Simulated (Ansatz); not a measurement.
BN: consecutive steps of a trajectory

The calculation used DFT PBEsol, scalar-relativistic, plane waves, PAW (Ansatz). Cutoff 420 eV, shifted (0.5, 0.5, 0.5 steps) 4×4×4 k-points, Fermi–Dirac smearing of 0.02 eV. The mesh is coarse. No spin polarisation.

16 atoms, starting at 1.00 times the perfect crystal's volume (space group P6_3mc, the cell as given, not relaxed at this level); Langevin thermostat at 200 K (friction 0.02 fs⁻¹), fixed cell; 41 steps of 0.75 fs. The run is short and not equilibrated.

Positions in Å, velocities in 0.01 Å/fs, forces in eV/Å; dE is the potential energy from the first frame shown.

```xyz
16
Lattice="1.2770 -2.2118 -4.2268 1.2770 -2.2118 4.2268 -5.1079 0.0000 0.0000" Properties=species:S:1:pos:R:3:v100:R:3:forces:R:3 pbc="T T T" time_fs=10.50 dE_eV=0.0000 T_K=55
B     1.2919   -3.6639   -0.0018   -0.0562    0.3555   -0.0728   -0.7551   -0.1196   -0.1902
B    -0.0028   -1.4878   -0.0074   -0.0230    0.1334    0.1048   -0.2029    0.0634    0.3816
B    -1.2939   -3.6863    0.0143    0.3915   -0.0066    0.4298    0.7518   -0.4868   -0.0109
B    -2.5788   -1.4717   -0.0250   -0.0481    0.4461   -0.1295    0.8174    0.4748    0.1820
B     0.0109   -2.9375   -2.1264   -0.3928    0.0655    0.0461   -0.5662   -0.5433   -0.0022
B     0.0164   -2.9478    2.1274    0.0372   -0.0579   -0.1699   -0.5743   -0.2293   -0.5589
B    -2.5783   -2.9289   -2.0909    0.2958   -0.1371   -0.3799    1.3800   -1.3867   -0.9217
B    -2.5494   -2.9474    2.0941    0.1838   -0.0367   -0.0699   -0.2475    0.0558    0.7275
N     0.0139   -1.4717    2.6222   -0.0682    0.1664   -0.0466   -0.4031    0.3211    0.7146
N    -0.0333   -1.4947   -1.5766    0.0436   -0.2647   -0.1831    1.4373    0.3742   -0.3133
N    -2.5209   -1.5095    2.6833    0.1761   -0.0719    0.3353   -0.8993    0.9461   -1.1428
N    -2.5507   -1.4964   -1.6148   -0.1737   -0.2102   -0.1541   -0.4696    0.8499    0.8150
N    -1.2871   -0.6988    0.4822    0.0001   -0.2632   -0.0238    0.4879   -1.0214    1.1745
N    -0.0151   -2.9691    0.5560   -0.2142    0.1029    0.0091    0.3683    0.7382   -0.7127
N    -3.8134   -0.7742    0.5333   -0.2093   -0.2176    0.1685   -1.2748    1.1729    0.0199
N    -2.5586   -2.9059    0.5313    0.0067    0.0301    0.0120    0.1500   -1.2093   -0.1623
16
Lattice="1.2770 -2.2118 -4.2268 1.2770 -2.2118 4.2268 -5.1079 0.0000 0.0000" Properties=species:S:1:pos:R:3:v100:R:3:forces:R:3 pbc="T T T" time_fs=11.25 dE_eV=-0.0120 T_K=55
B     1.2915   -3.6617   -0.0023   -0.0471    0.2547   -0.0536   -0.7193   -0.1905   -0.1860
B    -0.0030   -1.4870   -0.0069   -0.0355    0.0837    0.0363   -0.2390    0.0335    0.3416
B    -1.2908   -3.6862    0.0175    0.4279    0.0374    0.4328    0.6189   -0.4728   -0.0898
B    -2.5789   -1.4682   -0.0255    0.0275    0.4779    0.0145    0.8256    0.3304    0.1819
B     0.0081   -2.9371   -2.1260   -0.3561    0.0362    0.0611   -0.4655   -0.5822   -0.0106
B     0.0160   -2.9482    2.1261   -0.1271   -0.0565   -0.1821   -0.5724   -0.2004   -0.4935
B    -2.5758   -2.9303   -2.0937    0.3899   -0.2373   -0.3841    1.2727   -1.3747   -0.7938
B    -2.5480   -2.9471    2.0941    0.2025    0.1157    0.0545   -0.2851    0.0263    0.7159
N     0.0132   -1.4704    2.6221   -0.1215    0.1841    0.0190   -0.3644    0.2651    0.6999
N    -0.0329   -1.4967   -1.5777    0.0602   -0.2819   -0.1110    1.3955    0.4794   -0.2741
N    -2.5194   -1.5097    2.6851    0.2077    0.0076    0.1463   -0.9347    0.9266   -1.1681
N    -2.5520   -1.4976   -1.6157   -0.1810   -0.1055   -0.0811   -0.3985    0.8856    0.8224
N    -1.2869   -0.7006    0.4825    0.0656   -0.2245    0.0946    0.4369   -0.8932    1.1418
N    -0.0168   -2.9682    0.5559   -0.2387    0.1434   -0.0336    0.4504    0.7121   -0.6871
N    -3.8155   -0.7755    0.5347   -0.3480   -0.1325    0.2191   -1.1729    1.2181   -0.0280
N    -2.5585   -2.9058    0.5315    0.0318   -0.0023    0.0438    0.1517   -1.1633   -0.1724
16
Lattice="1.2770 -2.2118 -4.2268 1.2770 -2.2118 4.2268 -5.1079 0.0000 0.0000" Properties=species:S:1:pos:R:3:v100:R:3:forces:R:3 pbc="T T T" time_fs=12.00 dE_eV=-0.0289 T_K=69
B     1.2911   -3.6597   -0.0025   -0.0435    0.2633   -0.0029   -0.6833   -0.2502   -0.1844
B    -0.0036   -1.4861   -0.0066   -0.1007    0.1523    0.0382   -0.2656    0.0044    0.3124
B    -1.2873   -3.6861    0.0211    0.4917   -0.0161    0.5151    0.4675   -0.4514   -0.1822
B    -2.5787   -1.4645   -0.0254    0.0157    0.5022   -0.0054    0.8201    0.1812    0.1754
B     0.0055   -2.9369   -2.1259   -0.3373    0.0335   -0.0311   -0.3616   -0.6068   -0.0037
B     0.0148   -2.9486    2.1245   -0.1963   -0.0512   -0.2508   -0.5477   -0.1668   -0.4108
B    -2.5724   -2.9319   -2.0968    0.4896   -0.1979   -0.4399    1.1294   -1.3475   -0.6497
B    -2.5466   -2.9460    2.0948    0.1534    0.1643    0.1316   -0.3268   -0.0264    0.6770
N     0.0118   -1.4690    2.6224   -0.2434    0.1687    0.0626   -0.2987    0.2064    0.6746
N    -0.0325   -1.4985   -1.5783    0.0643   -0.1950   -0.0600    1.3366    0.5852   -0.2505
N    -2.5181   -1.5096    2.6860    0.1385    0.0281    0.1047   -0.9685    0.9095   -1.1586
N    -2.5537   -1.4982   -1.6167   -0.2584   -0.0717   -0.1884   -0.3185    0.9043    0.8444
N    -1.2860   -0.7026    0.4837    0.1560   -0.2991    0.2372    0.3629   -0.7638    1.0839
N    -0.0186   -2.9671    0.5560   -0.2218    0.1654    0.0415    0.5353    0.6780   -0.6649
N    -3.8182   -0.7762    0.5365   -0.3643   -0.0398    0.2406   -1.0390    1.2408   -0.0898
N    -2.5585   -2.9061    0.5316   -0.0340   -0.0754   -0.0183    0.1579   -1.0968   -0.1731
16
Lattice="1.2770 -2.2118 -4.2268 1.2770 -2.2118 4.2268 -5.1079 0.0000 0.0000" Properties=species:S:1:pos:R:3:v100:R:3:forces:R:3 pbc="T T T" time_fs=12.75 dE_eV=-0.0490 T_K=86
B     1.2907   -3.6582   -0.0028   -0.0667    0.1271   -0.0871   -0.6517   -0.2910   -0.1846
B    -0.0049   -1.4847   -0.0066   -0.2629    0.2042   -0.0524   -0.2597   -0.0356    0.2922
B    -1.2835   -3.6862    0.0248    0.5238    0.0058    0.4746    0.3017   -0.4182   -0.2836
B    -2.5785   -1.4606   -0.0254    0.0279    0.5301    0.0048    0.8061    0.0196    0.1677
B     0.0028   -2.9364   -2.1269   -0.3811    0.0944   -0.2312   -0.2503   -0.6298    0.0396
B     0.0128   -2.9491    2.1225   -0.3352   -0.0743   -0.2749   -0.5022   -0.1200   -0.3128
B    -2.5682   -2.9338   -2.1005    0.6261   -0.2944   -0.5262    0.9474   -1.3087   -0.4813
B    -2.5457   -2.9445    2.0956    0.0952    0.2386    0.0971   -0.3636   -0.0944    0.6267
N     0.0096   -1.4677    2.6229   -0.3593    0.1953    0.0779   -0.2025    0.1485    0.6328
N    -0.0317   -1.4999   -1.5788    0.1439   -0.1614   -0.0602    1.2510    0.6841   -0.2403
N    -2.5172   -1.5093    2.6863    0.1145    0.0429   -0.0278   -0.9946    0.9018   -1.1346
N    -2.5553   -1.4984   -1.6176   -0.1799    0.0192   -0.0534   -0.2403    0.9033    0.8613
N    -1.2848   -0.7049    0.4857    0.1612   -0.2998    0.2851    0.2668   -0.6270    0.9999
N    -0.0201   -2.9654    0.5563   -0.1768    0.2689    0.0435    0.6073    0.6311   -0.6587
N    -3.8209   -0.7761    0.5381   -0.3606    0.0521    0.1865   -0.8985    1.2462   -0.1562
N    -2.5591   -2.9070    0.5314   -0.1332   -0.1538   -0.0272    0.1832   -1.0098   -0.1680
16
Lattice="1.2770 -2.2118 -4.2268 1.2770 -2.2118 4.2268 -5.1079 0.0000 0.0000" Properties=species:S:1:pos:R:3:v100:R:3:forces:R:3 pbc="T T T" time_fs=13.50 dE_eV=-0.0691 T_K=93
B     1.2900   -3.6573   -0.0031   -0.1097    0.1090    0.0027   -0.6141   -0.3083   -0.1930
B    -0.0067   -1.4833   -0.0067   -0.2033    0.1873    0.0372   -0.2329   -0.0757    0.2679
B    -1.2796   -3.6859    0.0281    0.5029    0.0583    0.4094    0.1305   -0.3839   -0.3819
B    -2.5785   -1.4567   -0.0251   -0.0221    0.4956    0.0763    0.7896   -0.1398    0.1503
B    -0.0001   -2.9356   -2.1284   -0.3927    0.1124   -0.1546   -0.1253   -0.6583    0.0950
B     0.0103   -2.9497    2.1205   -0.3518   -0.0808   -0.2668   -0.4446   -0.0691   -0.2061
B    -2.5635   -2.9362   -2.1046    0.6362   -0.3403   -0.5723    0.7382   -1.2473   -0.2901
B    -2.5452   -2.9426    2.0966    0.0398    0.2691    0.1608   -0.3863   -0.1856    0.5682
N     0.0066   -1.4662    2.6240   -0.4194    0.2048    0.2122   -0.0871    0.0761    0.5624
N    -0.0304   -1.5013   -1.5791    0.2086   -0.2079   -0.0340    1.1343    0.7959   -0.2382
N    -2.5163   -1.5091    2.6857    0.1068    0.0111   -0.1297   -1.0220    0.9033   -1.0916
N    -2.5571   -1.4988   -1.6176   -0.2889   -0.1275    0.0471   -0.1585    0.9025    0.8442
N    -1.2833   -0.7070    0.4877    0.2424   -0.2748    0.2553    0.1553   -0.4996    0.9175
N    -0.0211   -2.9635    0.5561   -0.1075    0.2427   -0.0999    0.6567    0.5765   -0.6319
N    -3.8237   -0.7754    0.5396   -0.3768    0.1459    0.2193   -0.7571    1.2388   -0.2251
N    -2.5602   -2.9078    0.5309   -0.1599   -0.0664   -0.1136    0.2235   -0.9256   -0.1476
16
Lattice="1.2770 -2.2118 -4.2268 1.2770 -2.2118 4.2268 -5.1079 0.0000 0.0000" Properties=species:S:1:pos:R:3:v100:R:3:forces:R:3 pbc="T T T" time_fs=14.25 dE_eV=-0.0863 T_K=105
B     1.2893   -3.6568   -0.0030   -0.0958    0.0348    0.0398   -0.5715   -0.3179   -0.2104
B    -0.0085   -1.4811   -0.0059   -0.2699    0.3956    0.1623   -0.2005   -0.1345    0.2105
B    -1.2760   -3.6856    0.0310    0.4606    0.0433    0.3526   -0.0340   -0.3478   -0.4723
B    -2.5785   -1.4536   -0.0248    0.0189    0.3371    0.0134    0.7707   -0.2749    0.1274
B    -0.0028   -2.9349   -2.1290   -0.3270    0.0623   -0.0294    0.0019   -0.6793    0.1347
B     0.0072   -2.9501    2.1184   -0.4470   -0.0212   -0.2777   -0.3802   -0.0397   -0.1006
B    -2.5587   -2.9393   -2.1091    0.6390   -0.4784   -0.6103    0.5219   -1.1608   -0.0874
B    -2.5448   -2.9399    2.0977    0.0515    0.4320    0.1376   -0.4022   -0.3085    0.5014
N     0.0035   -1.4650    2.6258   -0.4020    0.0914    0.2592    0.0314    0.0010    0.4735
N    -0.0287   -1.5028   -1.5797    0.2355   -0.1857   -0.1342    1.0025    0.9254   -0.2213
N    -2.5155   -1.5087    2.6848    0.1074    0.1000   -0.1291   -1.0518    0.9005   -1.0416
N    -2.5593   -1.4999   -1.6174   -0.2888   -0.1466    0.0183   -0.0672    0.9181    0.8146
N    -1.2813   -0.7093    0.4899    0.2939   -0.3184    0.3192    0.0234   -0.3767    0.8452
N    -0.0221   -2.9616    0.5550   -0.1382    0.2605   -0.1835    0.6994    0.5292   -0.5699
N    -3.8268   -0.7741    0.5411   -0.4351    0.2054    0.1641   -0.5996    1.2120   -0.2944
N    -2.5611   -2.9085    0.5300   -0.0779   -0.1196   -0.1280    0.2557   -0.8463   -0.1093
16
Lattice="1.2770 -2.2118 -4.2268 1.2770 -2.2118 4.2268 -5.1079 0.0000 0.0000" Properties=species:S:1:pos:R:3:v100:R:3:forces:R:3 pbc="T T T" time_fs=15.00 dE_eV=-0.1015 T_K=124
B     1.2885   -3.6567   -0.0028   -0.1077   -0.0015    0.0201   -0.5289   -0.3207   -0.2195
B    -0.0106   -1.4780   -0.0048   -0.2946    0.4326    0.1478   -0.1534   -0.2205    0.1297
B    -1.2724   -3.6856    0.0334    0.4964   -0.0460    0.2763   -0.1916   -0.2977   -0.5450
B    -2.5785   -1.4515   -0.0246   -0.0134    0.2092    0.0486    0.7498   -0.3846    0.1033
B    -0.0054   -2.9349   -2.1293   -0.3469   -0.0501   -0.0396    0.1321   -0.6681    0.1682
B     0.0037   -2.9500    2.1161   -0.4994    0.0415   -0.3429   -0.3018   -0.0359    0.0088
B    -2.5538   -2.9432   -2.1139    0.6519   -0.5808   -0.6770    0.3026   -1.0240    0.1286
B    -2.5445   -2.9365    2.0990    0.0362    0.4859    0.1879   -0.4197   -0.4596    0.4329
N     0.0006   -1.4644    2.6278   -0.3936    0.0833    0.2735    0.1449   -0.0690    0.3815
N    -0.0267   -1.5041   -1.5806    0.2868   -0.1613   -0.1010    0.8576    1.0586   -0.1965
N    -2.5149   -1.5075    2.6837    0.0640    0.2158   -0.1590   -1.0808    0.8766   -0.9957
N    -2.5619   -1.5004   -1.6170   -0.4117    0.0029    0.0686    0.0343    0.9064    0.7801
N    -1.2789   -0.7118    0.4923    0.3525   -0.3682    0.3300   -0.1329   -0.2495    0.7726
N    -0.0231   -2.9595    0.5536   -0.1472    0.2947   -0.1956    0.7485    0.4800   -0.5018
N    -3.8299   -0.7723    0.5424   -0.4029    0.2580    0.2057   -0.4284    1.1593   -0.3685
N    -2.5615   -2.9099    0.5292   -0.0127   -0.2482   -0.0825    0.2678   -0.7512   -0.0789
```

**Question.** What is the next frame? The thermostat's random kicks make it one of many possible.

**Answer.**
```xyz
16
Lattice="1.2770 -2.2118 -4.2268 1.2770 -2.2118 4.2268 -5.1079 0.0000 0.0000" Properties=species:S:1:pos:R:3:v100:R:3:forces:R:3 pbc="T T T" time_fs=15.75 dE_eV=-0.1126 T_K=129
B     1.2880   -3.6567   -0.0025   -0.0358    0.0030    0.0436   -0.4908   -0.3323   -0.2220
B    -0.0128   -1.4747   -0.0039   -0.2928    0.4311    0.0946   -0.0963   -0.3091    0.0564
B    -1.2684   -3.6852    0.0351    0.5508    0.1399    0.1859   -0.3515   -0.2609   -0.5981
B    -2.5785   -1.4502   -0.0244    0.0254    0.1281    0.0007    0.7227   -0.4719    0.0834
B    -0.0082   -2.9358   -2.1296   -0.4053   -0.1892   -0.0236    0.2741   -0.6172    0.2031
B    -0.0002   -2.9499    2.1136   -0.5246   -0.0086   -0.3141   -0.2144   -0.0340    0.1273
B    -2.5490   -2.9477   -2.1190    0.6284   -0.5878   -0.6676    0.0788   -0.8546    0.3478
B    -2.5438   -2.9330    2.1004    0.1487    0.4371    0.1902   -0.4546   -0.6107    0.3590
N    -0.0024   -1.4637    2.6299   -0.3877    0.0850    0.2843    0.2511   -0.1457    0.2890
N    -0.0245   -1.5051   -1.5815    0.3077   -0.1067   -0.1281    0.7012    1.1723   -0.1754
N    -2.5146   -1.5057    2.6824    0.0190    0.2684   -0.1675   -1.1034    0.8358   -0.9523
N    -2.5652   -1.5001   -1.6165   -0.4673    0.0886    0.0830    0.1597    0.8572    0.7389
N    -1.2765   -0.7149    0.4951    0.2739   -0.4295    0.4198   -0.2923   -0.1227    0.6888
N    -0.0239   -2.9576    0.5525   -0.0507    0.2077   -0.0967    0.7941    0.4404   -0.4510
N    -3.8331   -0.7702    0.5438   -0.4281    0.3026    0.1466   -0.2534    1.0884   -0.4485
N    -2.5614   -2.9121    0.5283    0.0182   -0.3360   -0.1611    0.2749   -0.6351   -0.0463
```